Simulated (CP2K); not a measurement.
Au:

```
CELL_PARAMETERS angstrom
2.87047 0.00000 0.00000
-0.95682 2.70631 0.00000
-0.95682 -1.35315 2.34373
ATOMIC_POSITIONS crystal
Au 0.00000 0.00000 0.00000
```

This isn't the form of Au at room conditions, which is fcc.

Base run:

| Item | Value |
| --- | --- |
| Program | CP2K 2026.2 |
| Functional | vdW-DF2 |
| Potentials or basis | POTENTIAL_UZH Au GTH-PBE-q11; TZVP-MOLOPT-PBE-GTH basis |
| Density cutoff | 9524 eV |
| k mesh | 11 × 11 × 11 |
| Occupations | fermi-dirac, width 0.05 eV |
| Spin | no spin polarisation |

Its results: band gap on the k mesh none (metal or under the smearing width); pressure 21.3 GPa.

Q: The run is repeated on the same cell with these changes: functional from vdW-DF2 to PBEsol. What comes out?

A: Band gap on the k mesh none (metal or under the smearing width); pressure -3.9 GPa.

Caveats: the potentials were made for another functional, which shifts forces and pressure; the basis of atomic orbitals isn't converged, which shifts pressures, moduli and gaps.
